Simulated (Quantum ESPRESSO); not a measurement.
**Si2Mo under changes of volume**

One of the cells (13.416 Å³/atom); the others are scaled copies at fixed shape and fractional positions:

```
CELL_PARAMETERS angstrom
-1.60000 1.60000 3.93050
1.60000 -1.60000 3.93050
1.60000 1.60000 -3.93050
ATOMIC_POSITIONS crystal
Mo 0.00000 0.00000 0.00000
Si 0.66700 0.66700 0.00000
Si 0.33300 0.33300 0.00000
```

* Program: Quantum ESPRESSO 7.5
* Functional: PBEsol
* Potentials or basis: GBRV 1.5 PBEsol
* Cutoff: 612 eV
* Density cutoff: 4898 eV
* k mesh: 12 × 12 × 12
* Occupations: fermi-dirac, width 0.05 eV
* Spin: no spin polarisation

| volume (Å³/atom) | energy over the lowest point (meV/atom) | pressure (GPa) | largest force (eV/Å) |
| --- | --- | --- | --- |
| 12.611 | ? | ? | ? |
| 12.879 | 6.69 | 6.3 | 0.263 |
| 13.148 | 0.00 | 1.4 | 0.296 |
| 13.416 | 1.17 | -3.1 | 0.327 |
| 13.684 | 9.40 | -7.1 | 0.355 |
| 13.953 | 23.94 | -10.6 | 0.382 |
| 14.221 | 44.14 | -13.8 | 0.407 |

Question: What does the run at 12.611 Å³/atom give?

Answer: Energy over the lowest point 22.15 meV/atom; pressure 11.8 GPa; largest force 0.229 eV/Å.

Worked out: A Birch-Murnaghan fit of order 3 (a polynomial in V^(-2/3)) to the other rows has its minimum at 13.24 Å³/atom with B0 = V·E''(V) = 223 GPa and B' = 4.4 at fixed shape and positions, which overstates the stiffness. It gives 22.10 meV/atom at 12.611 Å³/atom, against the run's 22.15, and -dE/dV = 12.0 GPa, against 11.8.

Energies are extrapolated to zero smearing.
